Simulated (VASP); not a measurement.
Here is a VASP 6.6.1 calculation.

Contents of run.py:

```python
from ase.calculators.vasp import Vasp
from ase.dft.bandgap import bandgap
from ase.io import read

atoms = read('Si.cif')
calc = Vasp(
    directory='calc',
    xc='rpbe',
    pp='PBE',
    setups='materialsproject',
    prec='Accurate',
    encut=520,
    ediff=1e-07,
    ismear=0,
    sigma=0.05,
    lreal=False,
    lasph=True,
    nelm=100,
    algo='Normal',
    isif=2,
    lwave=False,
    lcharg=True,
    lelf=True,
    lvhar=True,
    kpts=[8, 8, 8],
    gamma=True,
)
atoms.calc = calc

print('energy (eV):', atoms.get_potential_energy())
print('free energy (eV):', atoms.get_potential_energy(force_consistent=True))
print('forces (eV/A):')
print(atoms.get_forces())
print('stress (eV/A^3, Voigt):', atoms.get_stress())
print('Fermi level (eV):', calc.get_fermi_level())
gap, top, bottom = bandgap(calc)
print('band gap (eV):', gap, 'from (spin, k, band)', top, 'to', bottom)
```

Contents of Si.cif:

```cif
data_Si
_cell_length_a 3.84927886
_cell_length_b 3.84927886
_cell_length_c 3.84927886
_cell_angle_alpha 60.00000000
_cell_angle_beta 60.00000000
_cell_angle_gamma 60.00000000
_space_group_name_H-M_alt 'P1'
_space_group_name_Hall 'P 1'
_space_group_IT_number 1
loop_
_space_group_symop_operation_xyz
'x,y,z'
loop_
_atom_site_label
_atom_site_type_symbol
_atom_site_symmetry_multiplicity
_atom_site_Wyckoff_symbol
_atom_site_fract_x
_atom_site_fract_y
_atom_site_fract_z
_atom_site_occupancy
Si1 Si 1 a 0.5000000000 0.5000000000 0.5000000000 1
Si2 Si 1 a 0.7500000000 0.7500000000 0.7500000000 1
```

Potentials or basis: VASP PAW PBE potentials, release 64 (Si).

Command:

```sh
$ python run.py
```

Task: Estimate the band gap on the k mesh.

Result: 0.68 eV, indirect (least direct gap 2.57 eV).

Task: What does it give for the pressure?

Result: 2.7 GPa.

Caveat: the PAW data sets were made with another functional, which shifts forces and pressure a little. A k mesh can miss the band edges.
